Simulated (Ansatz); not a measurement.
Basis-set extrapolation for C₄H₈, SMILES `C=CCC` (PBE0-D4/def2-TZVP geometry, frozen core, the Gaussian-basis code of Ansatz). Multiplicity 1, RHF reference.

```
                      def2-TZVPP   def2-QZVPP
                 HF  -156.167242  -156.174634
    MP2 correlation    -0.682638    -0.725305
CCSD(T) correlation    -0.756737      not run
```

Energies in hartree. Use E(X) = E(∞) + A·exp(−7.88·√X) for Hartree–Fock and E(X) = E(∞) + B·X^(−2.97) for correlation, with X = 3 and 4, and add CCSD(T) minus MP2 of the smaller set to the MP2 limit.

Task: What is the CCSD(T) energy at the basis-set limit?

Result: HF limit: -156.174634 + (-0.007392) × 0.13774 = -156.17565. MP2 limit: -0.725305 + (-0.042667) × 0.74074 = -0.75691. Higher-order term: -0.756737 − (-0.682638) = -0.07410. Total: -157.00666 hartree, 217.1 kJ/mol below CCSD(T)/def2-TZVPP.
